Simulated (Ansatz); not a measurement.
A crystal relaxed with r2SCAN in the PAW code Ansatz has space group Pm-3m (No. 221) and a = 4.205 Å.

```json
{"atom": "Ba", "site": "1a", "x": "0.0000", "y": "0.0000", "z": "0.0000"}
{"atom": "Xx", "site": "1b", "x": "0.5000", "y": "0.5000", "z": "0.5000"}
{"atom": "O", "site": "3c", "x": "0.5000", "y": "0.5000", "z": "0.0000"}
```

With r2SCAN the valence top lies at R and the conduction bottom at Γ, 3.73 eV higher; the smallest vertical gap, at Γ, is 3.96 eV. With HSE06 the valence top lies at R and the conduction bottom at Γ, 4.69 eV higher; the smallest vertical gap, at Γ, is 4.96 eV. Meshes: r2SCAN 6×6×6, HSE06 4×4×4. r2SCAN's ε∞ is 4.5 in all directions.

Question: Which element is Xx?
A. Zr
B. Ti
C. Hf
D. Sn

Answer: A. Xx is Zr: BaZrO3 (cubic perovskite). Around Ba lie 12 O at 2.97 Å; around Zr lie 6 O at 2.10 Å; around O lie 2 Zr at 2.10 Å and 4 Ba at 2.97 Å.

(Simulation; spin polarisation is off.)

Spin-orbit coupling is left out.

The meshes of the hybrids are coarse, so their gaps aren't converged to the digits shown.
